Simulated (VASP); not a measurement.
# ZnSe (Stilleite) (F-43m) in VASP: further runs, part 2 of 3

VASP 6.6.1. Earlier steps stand in the parts before.

**3. Relaxation of the atoms, PBE (a relaxed cell with its volume scaled by 1.02)**

INCAR reads:

```
SYSTEM = ZnSe
PREC     = Accurate       ! precision mode
ENCUT    = 300            ! plane-wave cutoff, eV
EDIFF    = 1E-7           ! SCF threshold, eV
ISMEAR   = 0              ! smearing method
SIGMA    = 0.03           ! smearing width, eV
LREAL    = .FALSE.        ! projectors in reciprocal space
LASPH    = .TRUE.         ! aspherical terms in the spheres
NELM     = 80             ! most SCF steps
ALGO     = Normal         ! electronic algorithm
ISIF     = 2              ! what is computed and relaxed
LWAVE    = .FALSE.        ! write WAVECAR
LCHARG   = .FALSE.        ! write CHGCAR
GGA      = PE             ! functional
IBRION   = 2              ! ionic algorithm
NSW      = 40             ! ionic steps
EDIFFG   = -0.01          ! ionic threshold
```

KPOINTS reads:

```
Automatic mesh
0
G
  4 4 4
  0 0 0
```

POSCAR reads:

```
ZnSe                                    
1.0
    0.0000000000      2.8930584534      2.8930584534
    2.8930584534      0.0000000000      2.8930584534
    2.8930584534      2.8930584534     -0.0000000000
  Zn              Se            
     1     1
Direct
     1.0000000000000000    1.0000000000000000    1.0000000000000000
     0.2500000000000000    0.2500000000000000    0.2500000000000000
```

Potentials or basis: VASP PAW PBE potentials, release 64 (Zn, Se).

The run is started by

```sh
$ cat potpaw_PBE.64/Zn/POTCAR potpaw_PBE.64/Se/POTCAR > POTCAR
$ mpirun -np 1 vasp_std > vasp.out
```

OUTCAR:

```text
SYSTEM = ZnSe
   PREC = Accurate
   ENCUT = 300
   EDIFF = 1E-7
   ISMEAR = 0
   LREAL = .FALSE.
   LASPH = .TRUE.
   NELM = 80
   ISIF = 2
   GGA = PE
   IBRION = 2
   NSW = 40
   EDIFFG = -0.01

 ion  position               nearest neighbor table
   1  0.000  0.000  0.000-   2 2.51   2 2.51   2 2.51   2 2.51
   2  0.250  0.250  0.250-   1 2.51   1 2.51   1 2.51   1 2.51

  LATTYP: Found a face centered cubic cell.
 ALAT       =     5.7861169068

  Lattice vectors:

 A1 = (   0.0000000000,   2.8930584534,   2.8930584534)
 A2 = (   2.8930584534,   0.0000000000,   2.8930584534)
 A3 = (   2.8930584534,   2.8930584534,   0.0000000000)

Analysis of symmetry for initial positions (statically):
=====================================================================
 Subroutine PRICEL returns:
 Original cell was already a primitive cell.

 Routine SETGRP: Setting up the symmetry group for a
 face centered cubic supercell.

 Subroutine GETGRP returns: Found 24 space group operations
[... 159 lines left out ...]
      1     -11.7450      2.00000
      2      -5.2159      2.00000
      3      -5.2159      2.00000
      4      -5.2159      2.00000
      5      -4.9008      2.00000
      6      -4.9008      2.00000
      7       1.1344      2.00000
      8       1.1344      2.00000
      9       1.1344      2.00000
     10       2.1608      0.00000
     11       6.9205      0.00000
     12       6.9205      0.00000
     13       6.9205      0.00000
[... 98 lines left out ...]
  band No.  band energies     occupation
      1     -10.8158      2.00000
      2      -5.1045      2.00000
      3      -5.0404      2.00000
      4      -4.9261      2.00000
      5      -4.9218      2.00000
      6      -4.6451      2.00000
      7      -3.2770      2.00000
      8      -1.3914      2.00000
      9      -1.2614      2.00000
     10       6.3805      0.00000
     11       6.6032      0.00000
     12       7.9349      0.00000
     13       8.8318      0.00000

------------------------ aborting loop because EDIFF is reached ----------------------------------------

  FORCE on cell =-STRESS in cart. coord.  units (eV):
  Direction    XX          YY          ZZ          XY          YZ          ZX
  --------------------------------------------------------------------------------------
  -------------------------------------------------------------------------------------
  Total       -0.3251800     -0.3251800     -0.3251800      0.0000000      0.0000000     -0.0000000
  in kB      -10.7580315    -10.7580315    -10.7580315      0.0000000      0.0000000     -0.0000000
  external PRESSURE =     -10.7580315 kB  Pullay stress =       0.0000000 kB

 VOLUME and BASIS-vectors are now :
 -----------------------------------------------------------------------------
  energy-cutoff  :      300.00
  volume of cell :       48.43
      direct lattice vectors                 reciprocal lattice vectors
     0.000000000  2.893058453  2.893058453    -0.172827479  0.172827479  0.172827479
     2.893058453  0.000000000  2.893058453     0.172827479 -0.172827479  0.172827479
     2.893058453  2.893058453  0.000000000     0.172827479  0.172827479 -0.172827479

 POSITION                                       TOTAL-FORCE (eV/Angst)
 -----------------------------------------------------------------------------------
      0.00000      0.00000      0.00000        -0.000000     -0.000000     -0.000000
      1.44653      1.44653      1.44653         0.000000      0.000000      0.000000
 -----------------------------------------------------------------------------------
    total drift:                               -0.000007     -0.000007     -0.000007

  FREE ENERGIE OF THE ION-ELECTRON SYSTEM (eV)
  ---------------------------------------------------
  free  energy   TOTEN  =        -5.9652424488 eV

  energy  without entropy=       -5.9652424488  energy(sigma->0) =       -5.96524245

 reached required accuracy - stopping structural energy minimisation
```

OSZICAR:

```text
N       E                     dE             d eps       ncg     rms          rms(c)
DAV:   1     0.674201770080E+02    0.67420E+02   -0.68169E+03   208   0.105E+03
DAV:   2    -0.265567819348E+01   -0.70076E+02   -0.67422E+02   238   0.216E+02
DAV:   3    -0.624602853712E+01   -0.35904E+01   -0.35832E+01   233   0.526E+01
DAV:   4    -0.627268568318E+01   -0.26657E-01   -0.26653E-01   233   0.500E+00
DAV:   5    -0.627283346643E+01   -0.14778E-03   -0.14778E-03   233   0.339E-01    0.432E+00
DAV:   6    -0.598380699267E+01    0.28903E+00   -0.68095E-01   285   0.256E+01    0.332E+00
DAV:   7    -0.596443475974E+01    0.19372E-01   -0.18795E-01   218   0.387E+00    0.140E+00
DAV:   8    -0.596475536404E+01   -0.32060E-03   -0.45588E-03   228   0.594E-01    0.436E-01
DAV:   9    -0.596512143884E+01   -0.36607E-03   -0.10221E-03   236   0.303E-01    0.701E-02
DAV:  10    -0.596521614133E+01   -0.94702E-04   -0.13092E-04   218   0.137E-01    0.185E-02
DAV:  11    -0.596524086229E+01   -0.24721E-04   -0.38730E-05   228   0.741E-02    0.578E-03
DAV:  12    -0.596524228742E+01   -0.14251E-05   -0.38574E-06   233   0.207E-02    0.352E-03
DAV:  13    -0.596524241465E+01   -0.12722E-06   -0.70552E-07   228   0.789E-03    0.758E-04
DAV:  14    -0.596524244879E+01   -0.34143E-07   -0.34841E-08   169   0.272E-03
   1 F= -.59652424E+01 E0= -.59652424E+01  d E =-.596524E+01
```

Wall time 5.2 s (1 thread of AMD EPYC 7R13 (Zen 3), shared host); peak memory 0.1 GiB.

What came out:

| Property | Result |
| --- | --- |
| Free energy | -5.9652 eV |
| Band gap on the k mesh | 1.03 eV, direct |

Final structure:
```cif
data_structure
_symmetry_space_group_name_H-M 'P 1'
_symmetry_Int_Tables_number 1
_cell_length_a 4.0914
_cell_length_b 4.0914
_cell_length_c 4.0914
_cell_angle_alpha 60.000
_cell_angle_beta 60.000
_cell_angle_gamma 60.000
_cell_volume 48.43
loop_
_atom_site_label
_atom_site_type_symbol
_atom_site_fract_x
_atom_site_fract_y
_atom_site_fract_z
_atom_site_occupancy
Zn1 Zn 0.00000 0.00000 0.00000 1
Se1 Se 0.25000 0.25000 0.25000 1
```

Levels at points of the mesh, in eV from the valence-band top:
| k point | band 6 | band 7 | band 8 | band 9 | band 10 | band 11 | band 12 | band 13 |
| --- | --- | --- | --- | --- | --- | --- | --- | --- |
| (0.00, 0.00, 0.00) | -6.04 | 0.00 | 0.00 | 0.00 | 1.03 | 5.79 | 5.79 | 5.79 |
| (0.50, 0.00, 0.00) | -5.90 | -4.86 | -0.79 | -0.79 | 2.41 | 6.36 | 6.36 | 8.38 |
| (0.50, 0.50, 0.00) | -5.88 | -4.51 | -1.98 | -1.98 | 3.10 | 3.43 | 10.30 | 10.81 |

Caveat: the k mesh is coarse (spacing up to 0.47 Å⁻¹), so the values aren't converged; the cutoff is under 1.25 times the usual one of these potentials, so pressure, stress and relaxed cells hold a basis-set (Pulay) error; the relaxation stopped at its first step, so nothing moved.

**4. Relaxation of the atoms, PBE (a relaxed cell with its volume scaled by 1.04)**

INCAR is that of step 3.

KPOINTS is that of step 3.

POSCAR reads:

```
ZnSe                                    
1.0
    0.0000000000      2.9118450737      2.9118450737
    2.9118450737      0.0000000000      2.9118450737
    2.9118450737      2.9118450737     -0.0000000000
  Zn              Se            
     1     1
Direct
     1.0000000000000000    1.0000000000000000    1.0000000000000000
     0.2500000000000000    0.2500000000000000    0.2500000000000000
```

Potentials or basis: VASP PAW PBE potentials, release 64 (Zn, Se).

The run is started by

```sh
$ cat potpaw_PBE.64/Zn/POTCAR potpaw_PBE.64/Se/POTCAR > POTCAR
$ mpirun -np 1 vasp_std > vasp.out
```

OUTCAR:

```text
SYSTEM = ZnSe
   PREC = Accurate
   ENCUT = 300
   EDIFF = 1E-7
   ISMEAR = 0
   LREAL = .FALSE.
   LASPH = .TRUE.
   NELM = 80
   ISIF = 2
   GGA = PE
   IBRION = 2
   NSW = 40
   EDIFFG = -0.01

 ion  position               nearest neighbor table
   1  0.000  0.000  0.000-   2 2.52   2 2.52   2 2.52   2 2.52
   2  0.250  0.250  0.250-   1 2.52   1 2.52   1 2.52   1 2.52

  LATTYP: Found a face centered cubic cell.
 ALAT       =     5.8236901474

  Lattice vectors:

 A1 = (   0.0000000000,   2.9118450737,   2.9118450737)
 A2 = (   2.9118450737,   0.0000000000,   2.9118450737)
 A3 = (   2.9118450737,   2.9118450737,   0.0000000000)

Analysis of symmetry for initial positions (statically):
=====================================================================
 Subroutine PRICEL returns:
 Original cell was already a primitive cell.

 Routine SETGRP: Setting up the symmetry group for a
 face centered cubic supercell.

 Subroutine GETGRP returns: Found 24 space group operations
 (whereof 24 operations were pure point group operations)
 out of a pool of 48 trial point group operations.

The static configuration has the point symmetry T_d .

Analysis of symmetry for dynamics (positions and initial velocities):
=====================================================================
 Subroutine PRICEL returns:
 Original cell was already a primitive cell.

 Routine SETGRP: Setting up the symmetry group for a
 face centered cubic supercell.

 Subroutine GETGRP returns: Found 24 space group operations
 (whereof 24 operations were pure point group operations)
 out of a pool of 48 trial point group operations.

The dynamic configuration has the point symmetry T_d .

 Subroutine INISYM returns: Found 24 space group operations
 (whereof 24 operations are pure point group operations),
 and found     1 'primitive' translations
[... 104 lines left out ...]
   LHFCALC =     F    Hartree Fock is set to
   AEXX    =    0.0000 exact exchange contribution
   IVDW    =     0    specifies the selected vdW correction
   LEPSILON=     F    determine dielectric tensor
   LRPA    =     F    only Hartree local field effects (RPA)
 conjugate gradient relaxation of ions
 non-spin polarized calculation
 Gauss-broadening in eV      SIGMA  =   0.03
  energy-cutoff  :      300.00
  volume of cell :       49.38
 maximum number of plane-waves:       604
   NGX = 11   NGY = 11   NGZ = 11

 number of electron      17.9999963 magnetization

 Free energy of the ion-electron system (eV)
  ---------------------------------------------------
  ext. energy  EPLUGINS =         0.00000000
  ---------------------------------------------------
  free energy    TOTEN  =        -5.95624060 eV

  energy without entropy =       -5.95624060  energy(sigma->0) =       -5.95624060

 E-fermi :   1.1490     XC(G=0):  -8.9415

 val. band max:        0.9816804171   @ k =   0.0000   0.0000   0.0000
 cond. band min:       1.9340815291   @ k =   0.0000   0.0000   0.0000
 fundamental gap:      0.9524011120
 Fermi energy:         1.1490093914

 k-point     1 :       0.0000    0.0000    0.0000
  band No.  band energies     occupation
      1     -11.7872      2.00000
      2      -5.3121      2.00000
      3      -5.3121      2.00000
      4      -5.3121      2.00000
      5      -5.0126      2.00000
      6      -5.0126      2.00000
      7       0.9817      2.00000
      8       0.9817      2.00000
      9       0.9817      2.00000
     10       1.9341      0.00000
     11       6.7692      0.00000
     12       6.7692      0.00000
     13       6.7692      0.00000
[... 98 lines left out ...]
  band No.  band energies     occupation
      1     -10.8989      2.00000
      2      -5.2029      2.00000
      3      -5.1457      2.00000
      4      -5.0368      2.00000
      5      -5.0308      2.00000
      6      -4.7702      2.00000
      7      -3.3419      2.00000
      8      -1.4701      2.00000
      9      -1.3320      2.00000
     10       6.1363      0.00000
     11       6.4481      0.00000
     12       7.7362      0.00000
     13       8.6778      0.00000

------------------------ aborting loop because EDIFF is reached ----------------------------------------

  FORCE on cell =-STRESS in cart. coord.  units (eV):
  Direction    XX          YY          ZZ          XY          YZ          ZX
  --------------------------------------------------------------------------------------
  -------------------------------------------------------------------------------------
  Total       -0.6261279     -0.6261279     -0.6261279      0.0000000      0.0000000      0.0000000
  in kB      -20.3160311    -20.3160311    -20.3160311      0.0000000      0.0000000      0.0000000
  external PRESSURE =     -20.3160311 kB  Pullay stress =       0.0000000 kB

 VOLUME and BASIS-vectors are now :
 -----------------------------------------------------------------------------
  energy-cutoff  :      300.00
  volume of cell :       49.38
      direct lattice vectors                 reciprocal lattice vectors
     0.000000000  2.911845074  2.911845074    -0.171712432  0.171712432  0.171712432
     2.911845074  0.000000000  2.911845074     0.171712432 -0.171712432  0.171712432
     2.911845074  2.911845074  0.000000000     0.171712432  0.171712432 -0.171712432

 POSITION                                       TOTAL-FORCE (eV/Angst)
 -----------------------------------------------------------------------------------
      0.00000      0.00000      0.00000         0.000000     -0.000000     -0.000000
      1.45592      1.45592      1.45592        -0.000000      0.000000      0.000000
 -----------------------------------------------------------------------------------
    total drift:                               -0.000008     -0.000008     -0.000009

  FREE ENERGIE OF THE ION-ELECTRON SYSTEM (eV)
  ---------------------------------------------------
  free  energy   TOTEN  =        -5.9562406028 eV

  energy  without entropy=       -5.9562406028  energy(sigma->0) =       -5.95624060

 reached required accuracy - stopping structural energy minimisation
```

OSZICAR:

```text
N       E                     dE             d eps       ncg     rms          rms(c)
DAV:   1     0.682689677338E+02    0.68269E+02   -0.66844E+03   208   0.101E+03
DAV:   2    -0.243344247260E+01   -0.70702E+02   -0.68652E+02   218   0.219E+02
DAV:   3    -0.624045952131E+01   -0.38070E+01   -0.37972E+01   258   0.548E+01
DAV:   4    -0.626617420837E+01   -0.25715E-01   -0.25710E-01   228   0.456E+00
DAV:   5    -0.626630611759E+01   -0.13191E-03   -0.13191E-03   238   0.323E-01    0.419E+00
DAV:   6    -0.597475420340E+01    0.29155E+00   -0.69489E-01   296   0.251E+01    0.322E+00
DAV:   7    -0.595544566799E+01    0.19309E-01   -0.18058E-01   233   0.383E+00    0.136E+00
DAV:   8    -0.595573905110E+01   -0.29338E-03   -0.45870E-03   223   0.595E-01    0.425E-01
DAV:   9    -0.595611619556E+01   -0.37714E-03   -0.10352E-03   231   0.288E-01    0.700E-02
DAV:  10    -0.595621560179E+01   -0.99406E-04   -0.12753E-04   218   0.125E-01    0.176E-02
DAV:  11    -0.595623893038E+01   -0.23329E-04   -0.35822E-05   218   0.693E-02    0.568E-03
DAV:  12    -0.595624042812E+01   -0.14977E-05   -0.36488E-06   228   0.216E-02    0.355E-03
DAV:  13    -0.595624056667E+01   -0.13855E-06   -0.72374E-07   223   0.828E-03    0.686E-04
DAV:  14    -0.595624060278E+01   -0.36105E-07   -0.32921E-08   164   0.250E-03
   1 F= -.59562406E+01 E0= -.59562406E+01  d E =-.595624E+01
```

It took 5.6 s on 1 thread of AMD EPYC 7R13 (Zen 3), shared host; peak memory 0.1 GiB.

What came out:

* Free energy: -5.9562 eV
* Band gap on the k mesh: 0.95 eV, direct

Final structure:
```xyz
2
Lattice="0.0000 2.9118 2.9118 2.9118 0.0000 2.9118 2.9118 2.9118 0.0000" Properties=species:S:1:pos:R:3 pbc="T T T"
Zn    0.0000    0.0000    0.0000
Se    1.4559    1.4559    1.4559
```

Caveat: the k mesh is coarse (spacing up to 0.47 Å⁻¹), so the values aren't converged; the cutoff is under 1.25 times the usual one of these potentials, so pressure, stress and relaxed cells hold a basis-set (Pulay) error; the relaxation stopped at its first step, so nothing moved.

(Part 2 of 3 ends here.)
